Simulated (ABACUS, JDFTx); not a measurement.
Given: the input of a run of JDFTx 1.7.0 (patched build) on K. 

K.in

```
lattice \
   -5.0976468017     5.0976468017     5.0976468017 \
    5.0976468017    -5.0976468017     5.0976468017 \
    5.0976468017     5.0976468017    -5.0976468017
coords-type Cartesian
ion K      0.0000000000     0.0000000000     0.0000000000 1

ion-species pseudo/K.upf
elec-cutoff 36
elec-ex-corr lda-PW
kpoint-folding 6 6 6
elec-smearing Fermi 0.0018374661
elec-n-bands 10
electronic-SCF nIterations 100 energyDiffThreshold 1e-09
electronic-minimize nIterations 30 energyDiffThreshold 1e-7
forces-output-coords Cartesian

dump-name run.$VAR
dump End Ecomponents EigStats BandEigs Kpoints Forces Stress State
```

Potentials or basis: PseudoDojo-SR-LDA-0.4.1-standard.

Launch:

```console
$ jdftx -c 1 -i K.in -o K.out
```

Set up the same calculation for ABACUS 3.10.1 (ASE script). Potentials or basis there: PseudoDojo NC SR 0.4.1 LDA stringent, plane waves, cutoff 993 eV.

As run (cutoffs and basis follow the program's own potentials, and thresholds, step limits or extra output files can differ):

The input run_abacus.py:

```python
"""ABACUS run from a structure file: ASE reads it, the script writes STRU, KPT and INPUT."""
import re
import subprocess
import spglib
from ase import Atoms
from ase.io import read
from ase.units import Bohr

atoms = read("K.cif")
cell, frac, numbers = spglib.standardize_cell((atoms.cell[:], atoms.get_scaled_positions(), atoms.numbers), to_primitive=True, symprec=1e-4)
atoms = Atoms(numbers=numbers, cell=cell, scaled_positions=frac, pbc=True)  # the primitive cell
atoms = atoms[(-atoms.numbers).argsort(kind="stable")]  # ABACUS lists atoms element by element
pseudo = {'K': 'K.upf'}
orbital = {}
magmoms = None
kmesh = [6, 6, 6]
params = {
    'suffix': 'K',
    'calculation': 'scf',
    'basis_type': 'pw',
    'pseudo_dir': './',
    'symmetry': 1,
    'dft_functional': 'pz',
    'ecutwfc': 73,
    'pseudo_rcut': 10,
    'nspin': 1,
    'nbands': 15,
    'ks_solver': 'dav',
    'smearing_method': 'fd',
    'smearing_sigma': 0.00367493,
    'scf_thr': 1e-08,
    'scf_nmax': 100,
    'mixing_type': 'broyden',
    'mixing_beta': 0.7,
    'cal_force': 1,
    'cal_stress': 1,
    'out_chg': 1,
    'out_pot': 2,
    'out_elf': 1,
}

symbols = atoms.get_chemical_symbols()
elements = list(dict.fromkeys(symbols))
lines = ["ATOMIC_SPECIES"] + [f"{e} {atoms.get_masses()[symbols.index(e)]:.4f} {pseudo[e]}" for e in elements]
if orbital:
    lines += ["", "NUMERICAL_ORBITAL"] + [orbital[e] for e in elements]
lines += ["", "LATTICE_CONSTANT", f"{1 / Bohr:.10f}", "", "LATTICE_VECTORS"]
lines += [" ".join(f"{x:.10f}" for x in v) for v in atoms.cell]
lines += ["", "ATOMIC_POSITIONS", "Direct"]
for e in elements:
    lines += ["", e, "0.0", str(symbols.count(e))]
    for i, p in enumerate(atoms.get_scaled_positions(wrap=False)):
        if symbols[i] == e:
            mag = "" if magmoms is None else " mag " + " ".join(str(x) for x in (magmoms[i] if isinstance(magmoms[i], list) else [magmoms[i]]))
            lines.append(" ".join(f"{x:.10f}" for x in p) + " 1 1 1" + mag)
open("STRU", "w").write("\n".join(lines) + "\n")
open("KPT", "w").write("K_POINTS\n0\nGamma\n%d %d %d 0 0 0\n" % tuple(kmesh))
open("INPUT", "w").write("INPUT_PARAMETERS\n" + "".join(f"{k:<20s}{v}\n" for k, v in params.items()))

done = subprocess.run(['mpirun', '-np', '4', 'abacus'])
if done.returncode:
    raise SystemExit(done.returncode)
log = open("OUT.K/running_scf.log").read()
print("final energy (eV):", re.findall(r"FINAL_ETOT_IS (\S+)", log))
```

The input K.cif:

```cif
data_K
_cell_length_a 5.39511703
_cell_length_b 5.39511703
_cell_length_c 5.39511703
_cell_angle_alpha 90.00000000
_cell_angle_beta 90.00000000
_cell_angle_gamma 90.00000000
_space_group_name_H-M_alt 'Im-3m'
_space_group_name_Hall '-I 4 2 3'
_space_group_IT_number 229
loop_
_space_group_symop_operation_xyz
'x,y,z'
'-x,-y,-z'
'-y,x,z'
'y,-x,-z'
'-x,-y,z'
'x,y,-z'
'y,-x,z'
'-y,x,-z'
'x,-y,-z'
'-x,y,z'
'-y,-x,-z'
'y,x,z'
'-x,y,-z'
'x,-y,z'
'y,x,-z'
'-y,-x,z'
'z,x,y'
'-z,-x,-y'
'z,-y,x'
'-z,y,-x'
'z,-x,-y'
'-z,x,y'
'z,y,-x'
'-z,-y,x'
'-z,x,-y'
'z,-x,y'
'-z,-y,-x'
'z,y,x'
'-z,-x,y'
'z,x,-y'
'-z,y,x'
'z,-y,-x'
'y,z,x'
'-y,-z,-x'
'x,z,-y'
'-x,-z,y'
'-y,z,-x'
'y,-z,x'
'-x,z,y'
'x,-z,-y'
'-y,-z,x'
'y,z,-x'
'-x,-z,-y'
'x,z,y'
'y,-z,-x'
'-y,z,x'
'x,-z,y'
'-x,z,-y'
'x+1/2,y+1/2,z+1/2'
'-x+1/2,-y+1/2,-z+1/2'
'-y+1/2,x+1/2,z+1/2'
'y+1/2,-x+1/2,-z+1/2'
'-x+1/2,-y+1/2,z+1/2'
'x+1/2,y+1/2,-z+1/2'
'y+1/2,-x+1/2,z+1/2'
'-y+1/2,x+1/2,-z+1/2'
'x+1/2,-y+1/2,-z+1/2'
'-x+1/2,y+1/2,z+1/2'
'-y+1/2,-x+1/2,-z+1/2'
'y+1/2,x+1/2,z+1/2'
'-x+1/2,y+1/2,-z+1/2'
'x+1/2,-y+1/2,z+1/2'
'y+1/2,x+1/2,-z+1/2'
'-y+1/2,-x+1/2,z+1/2'
'z+1/2,x+1/2,y+1/2'
'-z+1/2,-x+1/2,-y+1/2'
'z+1/2,-y+1/2,x+1/2'
'-z+1/2,y+1/2,-x+1/2'
'z+1/2,-x+1/2,-y+1/2'
'-z+1/2,x+1/2,y+1/2'
'z+1/2,y+1/2,-x+1/2'
'-z+1/2,-y+1/2,x+1/2'
'-z+1/2,x+1/2,-y+1/2'
'z+1/2,-x+1/2,y+1/2'
'-z+1/2,-y+1/2,-x+1/2'
'z+1/2,y+1/2,x+1/2'
'-z+1/2,-x+1/2,y+1/2'
'z+1/2,x+1/2,-y+1/2'
'-z+1/2,y+1/2,x+1/2'
'z+1/2,-y+1/2,-x+1/2'
'y+1/2,z+1/2,x+1/2'
'-y+1/2,-z+1/2,-x+1/2'
'x+1/2,z+1/2,-y+1/2'
'-x+1/2,-z+1/2,y+1/2'
'-y+1/2,z+1/2,-x+1/2'
'y+1/2,-z+1/2,x+1/2'
'-x+1/2,z+1/2,y+1/2'
'x+1/2,-z+1/2,-y+1/2'
'-y+1/2,-z+1/2,x+1/2'
'y+1/2,z+1/2,-x+1/2'
'-x+1/2,-z+1/2,-y+1/2'
'x+1/2,z+1/2,y+1/2'
'y+1/2,-z+1/2,-x+1/2'
'-y+1/2,z+1/2,x+1/2'
'x+1/2,-z+1/2,y+1/2'
'-x+1/2,z+1/2,-y+1/2'
loop_
_atom_site_label
_atom_site_type_symbol
_atom_site_symmetry_multiplicity
_atom_site_Wyckoff_symbol
_atom_site_fract_x
_atom_site_fract_y
_atom_site_fract_z
_atom_site_occupancy
K1 K 2 a 0.0000000000 0.0000000000 0.0000000000 1
```

Potentials or basis: PseudoDojo NC SR 0.4.1 LDA stringent, plane waves.

Launch:

```bash
$ OMP_NUM_THREADS=1 python run_abacus.py > log
```

Both were run:

|  | JDFTx | ABACUS |
| --- | --- | --- |
| Pressure | -0.6 GPa | -0.6 GPa |

The two programs' LDA may be different fits to the electron gas.

Pressure is positive in compression.
